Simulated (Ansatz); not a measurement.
## Structures of TiAl3: which is lowest?

Plane-wave DFT in Ansatz with scalar-relativistic PAW potentials, cutoff 500 eV, Γ-centred meshes chosen by cell and gap, Gaussian smearing with energies taken to zero width. Every cell was relaxed (cell and atoms) in a run of its own, within the symmetry of its start. Functional: r2SCAN.

Relaxed structures (starts from databases or built by putting these elements on another compound's sites):
A. Pmmn, 8 atoms in the computed cell, a = 4.525 Å, b = 5.404 Å, c = 5.110 Å; sites (symmetry × multiplicity) Ti mm2 × 2, Al m.. × 4 + mm2 × 2; start: built
B. I4/mmm, 4 atoms in the computed cell, a = 3.824 Å, c = 8.564 Å; sites (symmetry × multiplicity) Ti 4/mmm × 2, Al -4m2 × 4 + 4/mmm × 2; start: database
C. Pmm2, 4 atoms in the computed cell, a = 2.785 Å, b = 4.675 Å, c = 4.902 Å; sites (symmetry × multiplicity) Ti mm2 × 1, Al mm2 × 1 + mm2 × 1 + mm2 × 1; start: database
D. Pm-3m, 4 atoms in the computed cell, a = 3.956 Å; sites (symmetry × multiplicity) Ti m-3m × 1, Al 4/mm.m × 3; start: database

Task: Rank them by energy. Could pressure change the order?

Result:
```tsv
structure	group	E − E(lowest) (meV/atom)	V (Å³/atom)	gap on mesh (eV)
B	I4/mmm	0.0	15.65	0.00
D	Pm-3m	22.4	15.47	0.00
A	Pmmn	83	15.62	0.00
C	Pmm2	172	15.95	0.00
```

B is lowest, 22 meV/atom under D. The two lowest differ in volume by under 3 %, too little for a first-order estimate of what pressure does to that pair (other pairs aren't weighed here); with rigid cells even 3 % in favour of the higher one would need about 8 GPa. Other structures may lie lower than all of these, and vibrations aren't counted.